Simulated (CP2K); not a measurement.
Runs of CP2K 2026.2 on WS2. The structure is trigonal, space group R3m (No. 160). Conventional cell: a = 3.158 Å, b = 3.158 Å, c = 18.490 Å, α = 90.00°, β = 90.00°, γ = 120.00°. W (site symmetry 3m) has 6 S at 2.39 to 2.42 Å as nearest neighbours. Around S (site symmetry 3m) lie 3 W at 2.42 Å. Around S (site symmetry 3m) lie 3 W at 2.39 Å. Measurements of this composition are mostly on another form, of space group No. 194.

```tsv
level	potentials or basis	smearing	EPS_DEFAULT	NGRIDS	points a segment of the path (NPOINTS)	bands added on the path	CUTOFF of the grids	gap on the mesh (eV)	pressure (GPa)	largest force (eV/Å)
r2SCAN	POTENTIAL_UZH W GTH-SCAN-q14, S GTH-SCAN-q6; TZVP-MOLOPT-SCAN-GTH basis	fermi-dirac 0.1 eV	1.0E-10	4	6	6	675 Ry	(b)	1.3	0.62
LDA	GTH_POTENTIALS W GTH-PADE-q14, S GTH-PADE-q6; TZVP-MOLOPT-PBE-GTH basis	fermi-dirac 0.0259 eV	1.0E-9	5	6	6	450 Ry	(a)	-13.6	1.05
PBEsol	POTENTIAL_UZH W GTH-PBE-q14, S GTH-PBE-q6; TZVP-MOLOPT-PBE-GTH basis	fermi-dirac 0.1 eV	1.0E-9	5	10	4	450 Ry	1.01	0.0	0.61
TB-mBJ	POTENTIAL_UZH W GTH-PBE-q14, S GTH-PBE-q6; TZVP-MOLOPT-PBE-GTH basis	fermi-dirac 0.05 eV	1.0E-10	5	8	6	675 Ry	(c)	-	-
```

Alike in all rows: task band structure; no spin polarisation; cell as given; k mesh 10 × 10 × 10.

**Question.** Estimate the missing entries.

**Answer.** (a) 0.83; (b) 1.21; (c) 1.16.

Caveats: spin-orbit coupling is left out, which moves the levels of the heavy elements; the basis of atomic orbitals isn't converged, which shifts pressures, moduli and gaps; the potentials were made for another functional, which shifts forces and pressure (some runs); forces of over 1 eV/Å show positions far from the minimum, so gaps and moduli don't describe the material at rest (some runs); this is a model potential without an energy functional, so only levels have meaning (some runs).

A k mesh can miss the band edges, and the runs leave out spin-orbit coupling on W.
